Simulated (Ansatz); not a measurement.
# MoS2 in Ansatz: a series of runs

The runs below take MoS2 through relaxation of the atoms, single point, with PBE.

All numbers are computed with Ansatz 0.2.0; they aren't measurements. Logs are shortened: lines on timing, memory, paths and dates and some standing lists are left out, and cuts for length are marked.

### Step 1. The slab as given

The cell holds a slab with vacuum, 9 atoms: a = 3.184 Å, b = 3.184 Å, c = 28.387 Å, α = 90.00°, β = 90.00°, γ = 120.00°.

### Step 2. Relaxation of the atoms, PBE

The input, input.yaml:

```yaml
crystal:
  lattice:
    - [3.1840155185, 0.0, 0.0]
    - [-1.5920077592, 2.757438325, 0.0]
    - [0.0, 0.0, 28.3873198]
  atoms:
    - { symbol: Mo, position: [0.3333333333, 0.6666666667, 0.22816477] }
    - { symbol: Mo, position: [0.3333333333, 0.6666666667, 0.77183523] }
    - { symbol: Mo, position: [0.6666666667, 0.3333333333, 0.0] }
    - { symbol: S, position: [0.6666666667, 0.3333333333, 0.17349309] }
    - { symbol: S, position: [0.6666666667, 0.3333333333, 0.71718751] }
    - { symbol: S, position: [0.3333333333, 0.6666666667, 0.94533412] }
    - { symbol: S, position: [0.6666666667, 0.3333333333, 0.28281249] }
    - { symbol: S, position: [0.6666666667, 0.3333333333, 0.82650691] }
    - { symbol: S, position: [0.3333333333, 0.6666666667, 0.05466588] }
hamiltonian:
  xc: pbe
  pseudopotentials: { kind: paw }
kpoints:
  mp_grid: { grid: [7, 7, 1] }
scf:
  occupations: { method: fermi_dirac, width: 0.05 }
output:
  forces: true
  stress: true
  eigenvalues: true
relax:
  f_tol: 0.01
  max_steps: 40
```

Potentials or basis: Ansatz PAW.

Command:

```sh
$ ansatz run input.yaml --threads 4 --pin off --max-ram 11264MiB --backend cpu --events-out ev --progress --plain --runs-dir out
```

Log:

```text
Warning: output.stress: scf.convergence.dr2_threshold = 1e-7 eV (the SCF's general default) is looser than the 9e-10 eV advised for a printed stress (1e-10 eV for each atom of the cell: 9). What an SCF threshold leaves in a stress goes as its square root, and in the free energy as the threshold itself, and one threshold admits the most on a small cell: of the crystals measured, under no hybrid functional and no lock of the moments, on runs that ended without the residual-converged pass, on stresses that held no estimate of that error, the worst erred by over 100 MPa in a component at 1e-7 eV an atom and by under 5 at 1e-10. Every solve of this run answers to scf.convergence.dr2_threshold, and the tensor of one is reported: a single SCF on the reported geometry and on this run's grids (its basis.xc_grid and basis.ecutrho_ratio typed), with scf.convergence.dr2_threshold at 9e-10 eV or tighter, prints it and tightens no other solve. Else set scf.convergence.dr2_threshold to 9e-10 eV or tighter. The threshold is an SCF's pass mark: one that does not reach it within its budget of iterations ends unconverged, or closes short of it on a stop that the run arms, and scf.convergence.dr2_threshold's page says what that costs each kind of run
Warning: RAYON_NUM_THREADS=4 ignored (pool sized by the plan → 4); use --threads N
Engine: ansatz 0.2.0, aarch64-unknown-linux-gnu
Pseudopotentials: kind: paw
Pseudopotential: Mo, paw, valence charge 14, recommended cutoff 420 eV (normal), Mo.paw.azcp
Pseudopotential: S, paw, valence charge 6, recommended cutoff 420 eV (normal), S.paw.azcp
Functional definition: PBE
  parameter kappa = 0.804
  parameter beta = 0.06672455060314922
  exchange = pbe_x(kappa = kappa, mu = beta*pi^2/3)
  correlation = pbe_c(beta = beta)
Crystal: 9 atoms, lattice volume = 249.233 Å³
Basis set: ecut = 420 eV, 4895 PW (Γ), exchange–correlation on 48×48×384 points (8 copies of the dense FFT grid, shifted against one another)
Bands: 48, of which v1, the nominal top of the filled ones, is band 39 counted from 1 (38 counted from 0)
Symmetry: 12 space group operations
Space group: P-6m2 (ITA 187), of the structure as read, at distance tolerance 6.3e-5 Å
k-points: 8 of 49 (time reversal used)
Non-local potential: Mo, projectors of the file, l = 0: 3, l = 1: 2, l = 2: 2, l = 3: 1
Non-local potential: S, projectors of the file, l = 0: 2, l = 1: 2, l = 2: 2
PAW form: soft (Blöchl's): semilocal exchange-correlation on the pseudo side does not see the compensation charge
PAW one-centre angular grid: Mo, 590 points (default); XC on 64 Gauss nodes
PAW one-centre angular grid: S, 110 points (default); XC on 64 Gauss nodes
Initial density: superposition of atomic densities (neutral atoms: chi_scale 0, normalization atom), corrected by the library's trained network
Initial wavefunctions: pseudopotential atomic-orbital guess
Functional: x = pbe(κ = 0.804, μ = 0.2195149727645171), c = pbe(β = 0.06672455060314922)
SCF iter   1: F=—  HF=-20288.403408 eV  |F-HF|=—  |Δ(HF+E_count)|=         —  Δρ=4.54e-3  dr2=6.72e-2  ethr=1.77e-3  ⟨swp⟩=9.4  Hψ=1880  notcnv=0
[... 119 lines left out ...]
  E_closure    = 0.000000  (closes the sum)
  Σ components = -20288.458036   (vs F -20288.458036, Δ=0.00e0)
--- Forces (eV/Å), atoms counted from 1 ---
  atom   1  Mo     0.00000000    -0.00000000     0.00014855
  atom   2  Mo     0.00000000    -0.00000000    -0.00014855
  atom   3  Mo    -0.00000000     0.00000000     0.00000000
  atom   4  S     -0.00000000    -0.00000000     0.00027436
  atom   5  S     -0.00000000    -0.00000000     0.00008121
  atom   6  S      0.00000000     0.00000000     0.00012563
  atom   7  S     -0.00000000    -0.00000000    -0.00008121
  atom   8  S      0.00000000    -0.00000000    -0.00027436
  atom   9  S     -0.00000000     0.00000000    -0.00012563
  max |Σ_I F_I| component: 2.08e-17 eV/Å
--- Stress (GPa, compression-positive) ---
        0.050089       0.000000       0.000000
        0.000000       0.050089       0.000000
        0.000000       0.000000       0.001400
  P = ⅓ Tr σ = 0.0339 GPa (0.339 kbar)
--- Band table (eV; the first three rows and the last of 8) ---
  k-point 0: bands = ["-56.3816", "-56.3811", "-56.3811", "-30.5161", "-30.5156", "-30.5156", "-30.3117", "-30.3117", "-30.3112", "-30.3112", "-30.3112", "-30.3112", "-9.5946", "-9.5868", "-9.5797", "-8.2966", "-8.2825", "-8.2695", "-1.1662", "-1.1042", "-1.0423", "1.8847", "1.8847", "1.8852", "1.8852", "1.8853", "1.8853", "2.5133", "2.7149", "2.9352", "2.9887", "2.9887", "2.9898", "2.9898", "2.9903", "2.9903", "4.3633", "4.5131", "4.6494", "7.2468", "7.2468", "7.2479", "7.2479", "7.2483", "7.2483", "7.4906", "7.4906", "7.4949"]
  k-point 1: bands = ["-56.3746", "-56.3742", "-56.3742", "-30.5022", "-30.5017", "-30.5017", "-30.3828", "-30.3823", "-30.3823", "-30.3279", "-30.3274", "-30.3274", "-9.3021", "-9.2945", "-9.2876", "-8.1751", "-8.1624", "-8.1507", "-0.8474", "-0.7871", "-0.7268", "1.2938", "1.2956", "1.2971", "1.6968", "1.7756", "1.8461", "2.1873", "2.1882", "2.1886", "2.5639", "2.5653", "2.5662", "3.3306", "3.4241", "3.5376", "4.2252", "4.3109", "4.3824", "6.8177", "6.8852", "6.9665", "7.0182", "7.0676", "7.0880", "7.1886", "7.1946", "7.1999"]
  k-point 2: bands = ["-56.3589", "-56.3585", "-56.3585", "-30.5396", "-30.5392", "-30.5392", "-30.4707", "-30.4702", "-30.4702", "-30.3641", "-30.3637", "-30.3637", "-8.5657", "-8.5591", "-8.5532", "-7.8724", "-7.8634", "-7.8553", "-0.5678", "-0.5376", "-0.5086", "0.5911", "0.6029", "0.6401", "0.6482", "0.6848", "0.7005", "1.8451", "1.8468", "1.8480", "2.8923", "2.8944", "2.8961", "2.9705", "3.0374", "3.1062", "3.6047", "3.6211", "3.6342", "6.5967", "6.7028", "6.7566", "6.7625", "6.7677", "6.8196", "7.5119", "7.6083", "7.7017"]
  k-point 7: bands = ["-56.3412", "-56.3407", "-56.3407", "-30.6113", "-30.6109", "-30.6109", "-30.5079", "-30.5075", "-30.5075", "-30.4352", "-30.4347", "-30.4347", "-7.5544", "-7.5521", "-7.5505", "-7.4293", "-7.4268", "-7.4252", "-0.7408", "-0.7359", "-0.7316", "-0.4424", "-0.4339", "-0.4264", "0.7996", "0.8054", "0.8109", "1.1217", "1.1388", "1.1565", "1.4294", "1.4584", "1.4828", "2.5530", "2.5664", "2.5794", "4.2464", "4.2534", "4.2598", "6.3929", "6.4048", "6.4155", "7.5299", "7.5913", "7.6596", "7.7037", "7.7437", "7.7709"]
--- Relaxed structure (8 steps of the walk, 8 accepted, 0 SCFs on fresh bases) ---
  F+E_penalty+E_count = -20288.45803623 eV   max|allowed force component| = 2.744e-4 eV/Å
  atoms:
    - { symbol: Mo, position: [0.33333333333333337, 0.6666666666666667, 0.25998763872617364] }
    - { symbol: Mo, position: [0.33333333333333337, 0.6666666666666667, 0.7400123612738264] }
    - { symbol: Mo, position: [0.6666666666666667, 0.33333333333333337, 4.0383989113630707e-19] }
    - { symbol: S, position: [0.6666666666666667, 0.33333333333333337, 0.20492946100280945] }
    - { symbol: S, position: [0.6666666666666667, 0.33333333333333337, 0.6849570291621886] }
    - { symbol: S, position: [0.33333333333333337, 0.6666666666666667, 0.9449424442453127] }
    - { symbol: S, position: [0.6666666666666667, 0.33333333333333337, 0.31504297083781135] }
    - { symbol: S, position: [0.6666666666666667, 0.33333333333333337, 0.7950705389971906] }
    - { symbol: S, position: [0.33333333333333337, 0.6666666666666667, 0.055057555754687376] }
```

It took 26 s on 4 threads of Arm Neoverse V1, shared host; peak memory 0.6 GiB.

What came out:

```
Free energy               : -20288.4580 eV
Energy gained by relaxing : 4.0 meV/atom
Ionic steps               : 8
Band gap on the k mesh    : 1.74 eV, indirect (least direct gap 2.13 eV)
```

Step by step:
| step | energy change (eV) | largest force (eV/Å) |
| --- | --- | --- |
| 1 | 0.0000 | 0.2164 |
| 2 | -0.0197 | 0.0837 |
| 3 | -0.0289 | 0.0376 |
| 4 | -0.0336 | 0.0056 |
| 5 | -0.0336 | 0.0056 |
| 6 | -0.0354 | 0.0015 |
| 7 | -0.0359 | 0.0007 |
| 8 | -0.0360 | 0.0003 |

Final structure:
```yaml
crystal:
  lattice:
    - [3.18402, 0.00000, 0.00000]
    - [-1.59201, 2.75744, 0.00000]
    - [0.00000, 0.00000, 28.38732]
  atoms:
    - { symbol: Mo, position: [0.33333, 0.66667, 0.25999] }
    - { symbol: Mo, position: [0.33333, 0.66667, 0.74001] }
    - { symbol: Mo, position: [0.66667, 0.33333, 0.00000] }
    - { symbol: S, position: [0.66667, 0.33333, 0.20493] }
    - { symbol: S, position: [0.66667, 0.33333, 0.68496] }
    - { symbol: S, position: [0.33333, 0.66667, 0.94494] }
    - { symbol: S, position: [0.66667, 0.33333, 0.31504] }
    - { symbol: S, position: [0.66667, 0.33333, 0.79507] }
    - { symbol: S, position: [0.33333, 0.66667, 0.05506] }
```

Caveat: odd divisions of the mesh miss points on the zone boundary, where band edges often lie, so the gap on the mesh can be too wide; without dispersion, layers of such crystals drift apart on relaxing, which shifts levels and gaps; volumes and pressures include the vacuum; the thresholds are loose for stress. Expect the measured gap to be larger: semilocal functionals such as PBE lack the derivative discontinuity.

### Step 3. Single point, PBE

input.yaml: that of step 2 with these lines changed.

```diff
@@ -19,5 +19,5 @@
 kpoints:
-  mp_grid: { grid: [7, 7, 1] }
+  mp_grid: { grid: [10, 10, 1] }
 scf:
-  occupations: { method: fermi_dirac, width: 0.05 }
+  occupations: { method: gaussian, width: 0.013 }
 output:
@@ -26,4 +26 @@
   eigenvalues: true
-relax:
-  f_tol: 0.01
-  max_steps: 40
```

Potentials or basis: Ansatz PAW.

Command:

```sh
$ ansatz run input.yaml --threads 4 --pin off --max-ram 11264MiB --backend cpu --events-out ev --progress --plain --runs-dir out
```

Wall time 4.4 s (4 threads of Arm Neoverse V1, shared host); peak memory 0.61 GiB.

The run converged. Its results:

* Free energy: -20288.4212 eV
* Largest force: 0.217 eV/Å
* Band gap on the k mesh: 1.30 eV, indirect (least direct gap 1.88 eV)

Forces in eV/Å, atoms in the order of the input:
```
Mo   0.000  0.000  0.005
Mo   0.000  0.000 -0.005
Mo   0.000  0.000  0.000
S    0.000  0.000 -0.168
S    0.000  0.000 -0.217
S    0.000  0.000 -0.170
S    0.000  0.000  0.217
S    0.000  0.000  0.168
S    0.000  0.000  0.170
```

Stress tensor (GPa, compression positive):
```
0.55 0.00 0.00
0.00 0.55 0.00
0.00 0.00 1.55
```

Levels at points of the mesh, in eV from the valence-band top:
| k point | band 36 | band 37 | band 38 | band 39 | band 40 | band 41 | band 42 | band 43 |
| --- | --- | --- | --- | --- | --- | --- | --- | --- |
| (0.00, 0.00, 0.00) | -1.64 | -0.64 | -0.27 | 0.00 | 2.30 | 2.30 | 2.30 | 2.30 |
| (0.00, -0.50, 0.00) | -1.44 | -1.12 | -1.09 | -1.07 | 1.76 | 1.77 | 1.78 | 2.24 |
